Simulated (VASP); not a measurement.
Runs of VASP 6.6.1 on BeC2. Symmetry: I4/mmm, No. 139, tetragonal system. Conventional cell: a = 3.898 Å, b = 3.898 Å, c = 4.622 Å, α = 90.00°, β = 90.00°, γ = 90.00°. Around Be (site symmetry 4/mmm) lie 2 C at 1.69 Å. Around C (site symmetry 4mm) lie 1 C at 1.25 Å. The cell comes from a database or a generator and needn't be the stable form of this composition.

| task | cell | cutoff (eV) | smearing | target pressure | gap on the mesh (eV) | pressure (GPa) | largest force (eV/Å) |
| --- | --- | --- | --- | --- | --- | --- | --- |
| relaxation of cell and atoms | relaxed to 14 GPa | 600 | gaussian 0.01 eV | 14 GPa | 0.77 | 14.0 | - |
| single point | cell and atoms relaxed tightly for response | 520 | gaussian 0.01 eV | - | 2.89 | 0.1 | 0.11 |
| single point | I4/mmm, 8.33 Å³/atom | 520 | gaussian 0.1 eV | - | 1.31 | 85.1 | 43.52 |
| single point | I4/mmm, 8.54 Å³/atom | 520 | gaussian 0.01 eV | - | (a) | (b) | 0.12 |
| relaxation of cell and atoms | relaxed from: cell and atoms relaxed tightly for response | 600 | gaussian 0.01 eV | - | 2.89 | 0.0 | - |

Alike in all rows: level PBE; potentials or basis VASP PAW PBE potentials, release 64 (Be, C); no spin polarisation; k mesh 8 × 8 × 8.

Problem. Estimate the missing entries.

Solution. (a) 0.78; (b) 14.2.

Caveats: the standard files for N, O and F lose accuracy on very short bonds; the cell is relaxed towards a set pressure, so the enthalpy falls and the energy may rise (some runs); the volume moved by over 15 % at a fixed basis, so the end points are rough (some runs); a pressure of tens of GPa on the cell as given is suspect, and the run, the potentials or the cell itself is likely at fault (some runs); forces of over 1 eV/Å show positions far from the minimum, so gaps and moduli don't describe the material at rest (some runs).

A k mesh can miss the band edges.
